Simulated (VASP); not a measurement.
**Line-ups at interfaces of InP**

Wanted: valence and conduction offsets of GaAs, CdS, GaSb and ZnSe on InP (110), and what a better gap does to them.

Method: LDA; plane waves and PAW (In_d, P), in the first sound run; inputs show where later runs differ, in VASP 6.6.1.

Most raw output is cut from this account.

## Step 1: Set-up

Symmetry: F-43m, No. 216, cubic system. The conventional cell has a = 5.869 Å, b = 5.869 Å, c = 5.869 Å, α = 90.00°, β = 90.00°, γ = 90.00°. Nearest to In lie 4 P at 2.54 Å. Nearest to P lie 4 In at 2.54 Å. Farther neighbours are not listed.

Structure file:

```cif
data_structure
_symmetry_space_group_name_H-M 'F-43m'
_symmetry_Int_Tables_number 216
_cell_length_a 5.8690
_cell_length_b 5.8690
_cell_length_c 5.8690
_cell_angle_alpha 90.000
_cell_angle_beta 90.000
_cell_angle_gamma 90.000
_cell_volume 202.16
loop_
_atom_site_label
_atom_site_type_symbol
_atom_site_symmetry_multiplicity
_atom_site_Wyckoff_symbol
_atom_site_fract_x
_atom_site_fract_y
_atom_site_fract_z
_atom_site_occupancy
In1 In 4 a 0.00000 0.00000 0.00000 1
P1 P 4 d 0.25000 0.25000 0.75000 1
```

## Step 2: Relax the substrate crystal, LDA

The substrate sets the in-plane lattice.

This step took 2 runs in a row; the last is shown.

Level: LDA; plane waves and PAW (In_d, P); cell typed or built by script.

INCAR

```
SYSTEM = InP
PREC = Accurate
ENCUT = 420
EDIFF = 1E-07
NELM = 120
ISMEAR = 0
SIGMA = 0.02
LREAL = .FALSE.
ALGO = Normal
GGA = CA
NBANDS = 24
LORBIT = 11
LWAVE = .FALSE.
LCHARG = .FALSE.
KPAR = 16
IBRION = 2
NSW = 40
ISIF = 3
EDIFFG = -0.005
POTIM = 0.4
```

POSCAR

```
InP
1.0
    4.1217737773      0.0000000000      0.0000000000
    0.0000000000      5.8277240255      0.0000000000
    0.0000000000      0.0000000000      4.1217737773
In P
2 2
Direct
    0.0000000000      0.0000000000      0.0000000000
    0.5000000000      0.5000000000      0.5000000000
    0.5000000000      0.2500000000      0.0000000000
    0.0000000000      0.7500000000      0.5000000000
```

KPOINTS

```
Automatic mesh
0
Gamma
7 5 7
0 0 0
```

Potentials, in the order of the species: In_d and P (LDA family, release 64).

The run is started by

```sh
mpirun -np 16 vasp_std
```

Wall time 16 s (16 MPI ranks of AMD EPYC 7R43, shared host); peak memory 2.6 GiB; 3.3 min of CPU time.

Read from the output:

| Property | Result |
| --- | --- |
| energy(sigma→0) of the program | -19.3452 eV |
| stress, compression positive | xx, yy, zz 0.02, -0.02, 0.02 GPa |
| volume | 98.991 Å³ |
| ionic steps | 2 |

## Step 3: Bulk band edges, LDA

A bulk run places the substrate's levels against the mean potential at its cores.

Level: LDA; plane waves and PAW (In_d, P); cell typed or built by script.

INCAR

```
SYSTEM = InP
PREC = Accurate
ENCUT = 420
EDIFF = 1E-06
NELM = 100
ISMEAR = 0
SIGMA = 0.02
LREAL = .FALSE.
ALGO = Normal
GGA = CA
NBANDS = 23
LWAVE = .FALSE.
LCHARG = .FALSE.
KPAR = 16
```

POSCAR

```
InP
1.0
    4.1218720454      0.0000000000      0.0000000000
    0.0000000000      5.8264994860      0.0000000000
    0.0000000000      0.0000000000      4.1218720454
In P
2 2
Direct
    0.0000000000      0.0000000000      0.0000000000
    0.5000000000      0.5000000000      0.5000000000
    0.5000000000      0.2500000000      0.0000000000
    0.0000000000      0.7500000000      0.5000000000
```

KPOINTS is that of step 2.

KPOINTS_OPT

```
Line mode
6
Line-mode
Reciprocal
  0.00000000   0.65000000   0.00000000
  0.00000000   1.00000000   0.00000000

  0.32500000   0.00000000   0.32500000
  0.50000000   0.00000000   0.50000000

  0.00000000   0.50000000   0.50000000
  0.50000000   0.50000000   0.00000000
```

The run is started by

```sh
mpirun -np 16 vasp_std
```

Wall time 13 s (16 MPI ranks); peak memory 2.8 GiB.

Numbers from this step:

| Quantity | Value |
| --- | --- |
| energy(sigma→0) of the program | -19.3452 eV |
| stress, compression positive | xx, yy, zz 0.03, 0.00, 0.03 GPa |

The run ends at a pressure of 0.02 GPa.

## Step 4: Bulk band edges, HSE06

At this level only the shift of the substrate's edges against the mean potential of the cell is used.

Level: HSE06; plane waves and PAW (In_d, P); cell typed or built by script.

INCAR: that of step 3 with these lines changed.

```diff
@@ -9,6 +9,11 @@
 ALGO = Normal
-GGA = CA
+LHFCALC = .TRUE.
+AEXX = 0.25
+GGA = PE
+HFSCREEN = 0.2
+LASPH = .TRUE.
 NBANDS = 23
+PRECFOCK = Fast
 LWAVE = .FALSE.
 LCHARG = .FALSE.
-KPAR = 16
+KPAR = 4
```

POSCAR is that of step 3.

KPOINTS

```
Automatic mesh
0
Gamma
4 3 4
0 0 0
```

KPOINTS_OPT is that of step 3.

The run is started by

```sh
mpirun -np 16 vasp_std
```

The job ended after 4.1 min (16 MPI ranks; peak memory 3.3 GiB).

Numbers from this step:

```
energy(sigma→0) of the program : -20.0337 eV
```

## Step 5: Bulk band edges, HSE06 with spin-orbit coupling

Level: HSE06, spin-orbit coupling; plane waves and PAW (In_d, P); cell typed or built by script.

INCAR: that of step 4 with these lines changed.

```diff
@@ -14,3 +14,7 @@
 LASPH = .TRUE.
-NBANDS = 23
+LNONCOLLINEAR = .TRUE.
+MAGMOM = 0 0 0 0 0 0 0 0 0 0 0 0
+NBANDS = 46
+GGA_COMPAT = .FALSE.
+LSORBIT = .TRUE.
 PRECFOCK = Fast
```

POSCAR is that of step 4.

KPOINTS is that of step 4.

KPOINTS_OPT is that of step 4.

The run is started by

```sh
mpirun -np 16 vasp_ncl
```

Elapsed: 19 min, on 16 MPI ranks; peak memory 5.7 GiB.

Numbers from this step:

- energy(sigma→0) of the program: -20.1040 eV

## Step 6: Relax the partner on the substrate's cell, LDA

One member in full, GaSb: held to the substrate's in-plane cell, its height is moved until the normal stress is near zero, five times at most.

This step took 3 runs, each at a new trial strain with the atoms of the one before; the last is shown.

Level: LDA; plane waves and PAW (Ga_d, Sb); cell typed or built by script.

System, named by how it was started: GaSb. The structure is orthorhombic, space group Imm2 (No. 44). Conventional cell: a = 4.122 Å, b = 4.400 Å, c = 5.826 Å, α = 90.00°, β = 90.00°, γ = 90.00°. Nearest to Ga lie 4 Sb at 2.57 to 2.60 Å. Nearest to Sb lie 4 Ga at 2.57 to 2.60 Å. Farther neighbours are not listed.

INCAR

```
SYSTEM = GaSb
PREC = Accurate
ENCUT = 420
EDIFF = 1E-07
NELM = 120
ISMEAR = 0
SIGMA = 0.02
LREAL = .FALSE.
ALGO = Normal
GGA = CA
NBANDS = 24
LORBIT = 11
LWAVE = .FALSE.
LCHARG = .FALSE.
KPAR = 8
IBRION = 1
NSW = 25
ISIF = 2
EDIFFG = -0.004
POTIM = 0.3
```

POSCAR

```
GaSb
1.0
    4.1218720450      0.0000000000      0.0000000000
    0.0000000000      5.8264994860      0.0000000000
    0.0000000000      0.0000000000      4.3997245580
Ga Sb
2 2
Direct
    0.0000000000      0.9932340618      0.0000000000
    0.5000000000      0.4932340618      0.5000000000
    0.5000000000      0.2567659382      0.0000000000
    0.0000000000      0.7567659382      0.5000000000
```

KPOINTS

```
Automatic mesh
0
Gamma
7 5 6
0 0 0
```

Potentials, in the order of the species: Ga_d and Sb (LDA family, release 64).

The run is started by

```sh
mpirun -np 8 vasp_std
```

Wall time 21 s (8 MPI ranks); peak memory 1.6 GiB; 2.7 min of CPU time.

This run gave:

```
energy(sigma→0) of the program : -17.2146 eV
stress, compression positive   : xx, yy, zz 5.26, 3.69, 0.01 GPa
ionic steps                    : 3
```

## Step 7: Bulk band edges, LDA

A bulk run places the partner's levels against the mean potential at its cores.

Level: LDA; plane waves and PAW (Ga_d, Sb); cell typed or built by script.

INCAR

```
SYSTEM = GaSb
PREC = Accurate
ENCUT = 420
EDIFF = 1E-06
NELM = 100
ISMEAR = 0
SIGMA = 0.02
LREAL = .FALSE.
ALGO = Normal
GGA = CA
NBANDS = 23
LWAVE = .FALSE.
LCHARG = .FALSE.
KPAR = 8
```

POSCAR

```
GaSb
1.0
    4.1218720450      0.0000000000      0.0000000000
    0.0000000000      5.8264994860      0.0000000000
    0.0000000000      0.0000000000      4.3997245580
Ga Sb
2 2
Direct
    0.0000000000      0.9940601577      0.0000000000
    0.5000000000      0.4940601577      0.5000000000
    0.5000000000      0.2559398423      0.0000000000
    0.0000000000      0.7559398423      0.5000000000
```

KPOINTS is that of step 6.

KPOINTS_OPT is that of step 5.

The run is started by

```sh
mpirun -np 8 vasp_std
```

Elapsed: 13 s, on 8 MPI ranks; peak memory 1.8 GiB.

Read from the output:

```
energy(sigma→0) of the program : -17.2146 eV
stress, compression positive   : xx, yy, zz 5.21, 3.65, -0.04 GPa
```

The run ends at a pressure of 2.94 GPa, with forces up to 4.4e-4 eV/Å.

## Step 8: Bulk band edges, HSE06

At this level only the shift of the partner's edges against the mean potential of the cell is used.

Level: HSE06; plane waves and PAW (Ga_d, Sb); cell typed or built by script.

INCAR: that of step 7 with these lines changed.

```diff
@@ -9,6 +9,11 @@
 ALGO = Normal
-GGA = CA
+LHFCALC = .TRUE.
+AEXX = 0.25
+GGA = PE
+HFSCREEN = 0.2
+LASPH = .TRUE.
 NBANDS = 23
+PRECFOCK = Fast
 LWAVE = .FALSE.
 LCHARG = .FALSE.
-KPAR = 8
+KPAR = 4
```

POSCAR is that of step 7.

KPOINTS

```
Automatic mesh
0
Gamma
4 3 3
0 0 0
```

KPOINTS_OPT is that of step 7.

The run is started by

```sh
mpirun -np 8 vasp_std
```

Run time: 5.1 min. Hardware: 8 MPI ranks; peak memory 2 GiB.

Read from the output:

```
energy(sigma→0) of the program : -17.5997 eV
```

## Step 9: Bulk band edges, HSE06 with spin-orbit coupling

Level: HSE06, spin-orbit coupling; plane waves and PAW (Ga_d, Sb); cell typed or built by script.

INCAR: that of step 8 with these lines changed.

```diff
@@ -14,3 +14,7 @@
 LASPH = .TRUE.
-NBANDS = 23
+LNONCOLLINEAR = .TRUE.
+MAGMOM = 0 0 0 0 0 0 0 0 0 0 0 0
+NBANDS = 46
+GGA_COMPAT = .FALSE.
+LSORBIT = .TRUE.
 PRECFOCK = Fast
```

POSCAR is that of step 8.

KPOINTS is that of step 8.

KPOINTS_OPT is that of step 8.

The run is started by

```sh
mpirun -np 8 vasp_ncl
```

The job ended after 35 min (8 MPI ranks; peak memory 3.6 GiB).

Read from the output:

- energy(sigma→0) of the program: -17.7262 eV

## Step 10: Relax the interface, LDA

Superlattice of 12 atoms of InP and 12 of GaSb on the InP lattice. Atoms relax, and the height is moved while the normal stress exceeds 0.4 GPa, three times at most; a third move is not followed by a relaxation.

Level: LDA; plane waves and PAW (In_d, P, Ga_d, Sb).

System, named by how it was started: InP/GaSb (110). The cell holds 24 atoms: 6 In, 6 P, 6 Ga and 6 Sb. Cell: a = 4.122 Å, b = 5.826 Å, c = 25.534 Å, α = 90.0°, β = 90.0°, γ = 90.0°. It derives from InP. Superlattice of 12 atoms of InP and 12 of GaSb on the InP lattice. The structure's axis is c.

INCAR

```
SYSTEM = InGaSbP
PREC = Normal
ENCUT = 420
EDIFF = 1E-05
NELM = 120
ISMEAR = 0
SIGMA = 0.05
LREAL = Auto
ALGO = Fast
GGA = CA
NBANDS = 133
LORBIT = 11
LWAVE = .FALSE.
LCHARG = .FALSE.
KPAR = 2
NCORE = 4
IBRION = 2
NSW = 60
ISIF = 2
EDIFFG = -0.03
POTIM = 0.4
MAXMIX = 40
ISYM = 2
```

POSCAR

```
InGaSbP
1.0
    4.1218720450      0.0000000000      0.0000000000
    0.0000000000      5.8264994860      0.0000000000
    0.0000000000      0.0000000000     25.5342578270
In P Ga Sb
6 6 6 6
Direct
    0.0000000000      0.0000000000      0.0000000000
    0.5000000000      0.5000000000      0.0807125880
    0.0000000000      0.0000000000      0.1614251750
    0.5000000000      0.5000000000      0.2421377630
    0.0000000000      0.0000000000      0.3228503510
    0.5000000000      0.5000000000      0.4035629380
    0.5000000000      0.2500000000      0.0000000000
    0.0000000000      0.7500000000      0.0807125880
    0.5000000000      0.2500000000      0.1614251750
    0.0000000000      0.7500000000      0.2421377630
    0.5000000000      0.2500000000      0.3228503510
    0.0000000000      0.7500000000      0.4035629380
    0.0000000000      0.9940601580      0.4863980520
    0.5000000000      0.4940601580      0.5725514190
    0.0000000000      0.9940601580      0.6587047860
    0.5000000000      0.4940601580      0.7448581520
    0.0000000000      0.9940601580      0.8310115190
    0.5000000000      0.4940601580      0.9171648860
    0.5000000000      0.2559398420      0.4863980520
    0.0000000000      0.7559398420      0.5725514190
    0.5000000000      0.2559398420      0.6587047860
    0.0000000000      0.7559398420      0.7448581520
    0.5000000000      0.2559398420      0.8310115190
    0.0000000000      0.7559398420      0.9171648860
```

KPOINTS

```
Automatic mesh
0
Gamma
6 4 1
0 0 0
```

Potentials, in the order of the species: In_d, P, Ga_d and Sb (LDA family, release 64).

The run is started by

```sh
mpirun -np 8 vasp_std
```

The job ended after 24 min (8 MPI ranks; peak memory 1.8 GiB; 3.1 h of CPU time).

Read from the output:

```
energy(sigma→0) of the program : -109.7329 eV
stress, compression positive   : xx, yy, zz 2.86, 1.98, 0.04 GPa
ionic steps                    : 42
```

## Step 11: Potential of the interface, LDA

The core potentials in the middle of each layer tie the two bulk scales together.

Level: LDA; plane waves and PAW (In_d, P, Ga_d, Sb).

INCAR

```
SYSTEM = InGaSbP
PREC = Accurate
ENCUT = 420
EDIFF = 1E-06
NELM = 120
ISMEAR = 0
SIGMA = 0.05
LREAL = .FALSE.
ALGO = Normal
GGA = CA
NBANDS = 161
LORBIT = 11
LWAVE = .FALSE.
LCHARG = .TRUE.
KPAR = 2
NCORE = 4
LVHAR = .TRUE.
NEDOS = 1500
```

POSCAR

```
InGaSbP
1.0
    4.1218720450      0.0000000000      0.0000000000
    0.0000000000      5.8264994860      0.0000000000
    0.0000000000      0.0000000000     25.5342578270
In P Ga Sb
6 6 6 6
Direct
    0.0000000000      0.0190683869      0.0018066903
    0.5000000000      0.5165967548      0.0799089015
    0.0000000000      0.0123725487      0.1625002026
    0.5000000000      0.5123725487      0.2410627354
    0.0000000000      0.0165967548      0.3236540375
    0.5000000000      0.5190683869      0.4017562477
    0.5000000000      0.2674113634      0.9988919264
    0.0000000000      0.7652012290      0.0815611238
    0.5000000000      0.2627710959      0.1603194010
    0.0000000000      0.7627710959      0.2432435370
    0.5000000000      0.2652012290      0.3220018152
    0.0000000000      0.7674113634      0.4046710116
    0.0000000000      0.9750468917      0.4827486444
    0.5000000000      0.4785300773      0.5744293605
    0.0000000000      0.9805140227      0.6564931857
    0.5000000000      0.4805140227      0.7470697523
    0.0000000000      0.9785300773      0.8291335775
    0.5000000000      0.4750468917      0.9208142936
    0.5000000000      0.2380229411      0.4888306827
    0.0000000000      0.7412362979      0.5703148267
    0.5000000000      0.2432283908      0.6604487584
    0.0000000000      0.7432283908      0.7431141796
    0.5000000000      0.2412362979      0.8332481113
    0.0000000000      0.7380229411      0.9147322553
```

KPOINTS is that of step 10.

The run is started by

```sh
mpirun -np 8 vasp_std
```

Elapsed: 3.6 min, on 8 MPI ranks; peak memory 2.1 GiB; 29 min of CPU time.

This run gave:

| Quantity | Value |
| --- | --- |
| energy(sigma→0) of the program | -109.7350 eV |
| stress, compression positive | xx, yy, zz 2.78, 1.96, 0.03 GPa |

The run ends at a pressure of 1.59 GPa, with forces up to 0.048 eV/Å.

## Step 12: The whole series

LASPH is off in runs at LDA and on in runs at HSE06.

Hybrid runs start from orbitals of a short LDA run, not shown.

Runs beyond LDA use the data sets made with LDA; this shifts their levels slightly, and their total energies have another zero.

The other members went through these steps as far as the tables show, with one cutoff; 42 runs are not shown. The session took 46 core hours (wall time by ranks) on a shared machine.

The session's own summary tied the other levels to the core potentials, which hold part of the functional; that shift, read from the bulk runs, is taken out again in the columns beyond the base level.

Line-up of core potentials from the interface at LDA; other levels change the bulk edges alone, each counted from the mean potential of its bulk cell. Gaps of the substrate: LDA 0.60 eV, HSE06 1.61 eV, HSE06 with spin-orbit coupling 1.58 eV.

| partner | atoms | mean in-plane stress of the strained partner, tension positive (GPa) | gap of the whole cell (eV) | largest spread of the line-up between elements of one side (eV) |
| --- | --- | --- | --- | --- |
| GaAs | 24 | 5.6 | 0.18 | 0.02 |
| CdS | 24 | 1.1 | 0.45 | 0.01 |
| GaSb | 24 | -4.5 | 0.05 | 0.01 |
| ZnSe | 24 | 5.6 | 0.55 | 0.00 |

At LDA:

| partner | valence-band top of the partner above the substrate's, LDA (eV) | conduction-band bottom of the partner above the substrate's, LDA (eV) | gap of the strained partner, LDA (eV) |
| --- | --- | --- | --- |
| GaAs |  |  | 0.06 |
| CdS | -0.65 | -0.36 | 0.88 |
| GaSb |  |  | 0.00 |
| ZnSe | -0.25 | -0.17 | 0.68 |

A blank entry does not apply, was not run or did not finish.

At HSE06:

```
partner  valence-band top of the partner above the substrate's, HSE06 (eV)  conduction-band bottom of the partner above the substrate's, HSE06 (eV)  gap of the strained partner, HSE06 (eV)
   GaAs                                                               0.49                                                                    -0.33                                     0.78
    CdS                                                              -0.86                                                                    -0.28                                     2.19
   GaSb                                                               1.02                                                                     0.02                                     0.61
   ZnSe                                                              -0.41                                                                    -0.01                                     2.01
```

At HSE06 with spin-orbit coupling:

| partner | valence-band top of the partner above the substrate's, HSE06 with spin-orbit coupling (eV) | conduction-band bottom of the partner above the substrate's, HSE06 with spin-orbit coupling (eV) | gap of the strained partner, HSE06 with spin-orbit coupling (eV) |
| --- | --- | --- | --- |
| GaAs | 0.51 | -0.33 | 0.74 |
| CdS | -0.89 | -0.28 | 2.19 |
| GaSb | 1.17 | 0.03 | 0.44 |
| ZnSe | -0.37 | -0.01 | 1.94 |

## Step 13: Outcome

```json
{"GaAs, HSE06 with spin-orbit coupling": "valence +0.51 eV, conduction -0.33 eV", "CdS, HSE06 with spin-orbit coupling": "valence -0.89 eV, conduction -0.28 eV", "GaSb, HSE06 with spin-orbit coupling": "valence +1.17 eV, conduction +0.03 eV", "ZnSe, HSE06 with spin-orbit coupling": "valence -0.37 eV, conduction -0.01 eV"}
```

In words: For GaAs and GaSb one side or both have under 0.15 eV of gap at LDA, the level of the run that fixes the line-up, which makes these offsets less sure. No offsets are given where the strained partner has under 0.15 eV of gap: GaAs at LDA and GaSb at LDA. GaAs at HSE06 with spin-orbit coupling: its gap lies inside the substrate's (type I). CdS at HSE06 with spin-orbit coupling: the edges are staggered (type II). GaSb at HSE06 with spin-orbit coupling: one pair of edges is level within 0.05 eV. ZnSe at HSE06 with spin-orbit coupling: one pair of edges is level within 0.05 eV. Going from LDA to HSE06 with spin-orbit coupling moves the valence offsets of CdS and ZnSe by -0.24 to -0.13 eV. Offsets and overlaps of about 0.3 eV or less are within the errors that the gaps of this level can carry, so their sign, and the type with it, is not secure. GaAs, GaSb and ZnSe are under more than 3 GPa of in-plane stress along one axis or both, more than a thick film would hold. Levels beyond the first ran on coarser meshes, which moves edges by some hundredths of an eV. The bounds that sort cases in this text are picked. The interfaces are ideal and a few layers thick: no intermixing, defects or band bending. All crystals are in the zinc-blende or diamond form.

[Lines on the potential files, build, host, timing and source positions are cut from VASP's logs without a mark.]

[Logs are printed without paths, hosts, clocks, repeated set-up lines and the standing remarks that a program may print on its own settings, such as how far it seeks lower states.]

[Hosts, paths, dates, database ids (printed as entryN), source tags and the programs' standing remarks are cut or masked in the printed files.]

[In band tables of VASP the shares of atoms and orbitals are scaled to a sum of 1 inside the atoms' spheres.]
